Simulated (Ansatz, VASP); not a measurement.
Given: the input of a run of Ansatz 0.2.0 on Pd.

File input.yaml:

```yaml
crystal:
  lattice:
    - [-1.5929712806, 1.5929712806, 1.5929712806]
    - [1.5929712806, -1.5929712806, 1.5929712806]
    - [1.5929712806, 1.5929712806, -1.5929712806]
  atoms:
    - { symbol: Pd, position: [0.0, 0.0, 0.0] }
hamiltonian:
  xc: pbesol
  pseudopotentials: { kind: paw }
kpoints:
  mp_grid: { grid: [12, 12, 12] }
scf:
  occupations: { method: fermi_dirac, width: 0.05 }
output:
  forces: true
  stress: true
  eigenvalues: true
```

Potentials or basis: Ansatz PAW.

Run with:

```console
$ ansatz run input.yaml --threads 1 --pin off --max-ram 3584MiB --backend cpu --events-out ev --progress --plain --runs-dir out
```

Problem. Set up the same calculation for VASP 6.6.1. Potentials there: VASP PAW PBE potentials, release 64 (Pd).

Solution. As run (the cutoff follows the program's own potentials):

Contents of INCAR:

```
SYSTEM = Pd
PREC = Accurate
ENCUT = 520
EDIFF = 1E-7
ISMEAR = -1
SIGMA = 0.05
LREAL = .FALSE.
LASPH = .TRUE.
NELM = 60
ALGO = Normal
ISIF = 2
LWAVE = .FALSE.
LCHARG = .FALSE.
GGA = PS
NBANDS = 11
```

KPOINTS

```
regular mesh
0
G
  12 12 12
  0 0 0
```

File POSCAR:

```
Pd
1.0
   -1.5929712806      1.5929712806      1.5929712806
    1.5929712806     -1.5929712806      1.5929712806
    1.5929712806      1.5929712806     -1.5929712806
Pd
1
Direct
    0.0000000000      0.0000000000      0.0000000000
```

Potentials or basis: VASP PAW PBE potentials, release 64 (Pd).

The run is started by

```sh
$ cat potpaw_PBE.64/Pd/POTCAR > POTCAR
$ mpirun -np 1 vasp_std > vasp.out
```

Both were run:

|  | VASP | Ansatz | Ansatz less VASP |
| --- | --- | --- | --- |
| gap on the k mesh at the Fermi level (eV) | none | none | - |
| pressure (GPa) | -15.2 | -15.0 | +0.22 |

A gap of «none» marks a metal or a gap that the smearing closes. The functional is the same, so the differences come from potentials, cutoffs and numerics. The two sets of potentials don't hold the same shells in valence.

Caveats: the PAW data sets were made with another functional, which shifts forces and pressure a little (VASP); the PAW data sets come from PBE, with cores solved anew for the run's functional, which leaves a small shift of forces and pressure (Ansatz).
